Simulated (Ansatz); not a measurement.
Reaction (substitution at a C–C bond): `CCCCCCCC=O` + `CCCCCS` → `CCCCCSCCCCC` + `CCC=O`

Calculated with Ansatz (gas phase, PBE0-D4/def2-TZVP geometries, no zero-point term in ΔE). CCSD(T)/CBS adds triple-zeta CCSD(T) − MP2 to the extrapolated MP2 energy (def2 sets, frozen cores). Functionals use def2-TZVPP. B3LYP here is the variant with VWN-RPA as its local correlation; programs differ in this. One conformer a species, not always the lowest.

| level | ΔE (kJ/mol) | difference from CCSD(T)/CBS |
| --- | --- | --- |
| LDA (SPW92) | 1.9 | 1.2 |
| revPBE-D4 | -4.5 | -5.2 |
| PBE0-D4 | -0.6 | -1.3 |
| CAM-B3LYP-D4 | 1.9 | 1.2 |
| PBE-QIDH | 3.4 | 2.7 |
| revPBE | 4.9 | 4.2 |
| BLYP | 6.1 | 5.4 |
| B3LYP | 7.2 | 6.5 |
| LC-ωPBE | 7.0 | 6.3 |
| MP2/def2-TZVPP | -0.9 | -1.6 |
| SCS-MP2/def2-TZVPP | 2.1 | 1.4 |
| CCSD/def2-TZVPP | 5.7 | 5.0 |
| CCSD(T)/def2-TZVPP | 2.5 | 1.8 |
| MP2/def2-QZVPP | -2.0 | -2.7 |
| HF/CBS(def2) | 14.2 | 13.5 |
| CCSD/CBS(def2) | 3.9 | 3.2 |
| CCSD(T)/CBS | 0.7 | 0 |

Largest T1 diagnostic among the species: 0.013.

From BLYP to BHLYP (50 % exact exchange), in def2-TZVPP and without D4, ΔE moves by +3.1 kJ/mol. The D4 term adds −8.7 kJ/mol with B3LYP and −5.9 kJ/mol with PBE0; it sums over pairs of atoms, weighted by their polarisabilities, and B3LYP, whose exchange is more repulsive, gets the larger term.

CCSD(T)/CBS has its own doubt, a few kJ/mol and more with outer-core shells, so smaller differences from it don't rank the levels.
